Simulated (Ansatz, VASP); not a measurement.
Ge in VASP and in Ansatz

```xyz
2
Lattice="3.9755 0.0000 0.0000 1.9878 3.4429 0.0000 1.9878 1.1476 3.2460" Properties=species:S:1:pos:R:3 pbc="T T T"
Ge    0.0000    0.0000    0.0000
Ge    1.9878    1.1476    0.8115
```

Alike in both runs: functional PBE; k mesh 6 × 6 × 6; no spin polarisation.

Ansatz relaxed the structure, and its values are those at the end. VASP's run is a single point on that final structure, the one shown.

|  | VASP | Ansatz |
| --- | --- | --- |
| version | VASP 6.6.1 | Ansatz 0.2.0 |
| potentials or method | VASP PAW PBE potentials, release 64 (Ge_d) | plane waves, PAW |
| plane-wave cutoff (eV) | 520 | 435 |
| occupations | gaussian, width 0.01 eV | fixed |
| valence electrons in the cell | 28 | 28 |

|  | VASP | Ansatz | Ansatz less VASP |
| --- | --- | --- | --- |
| pressure (GPa) | 4.9 | 5.0 | +0.11 |
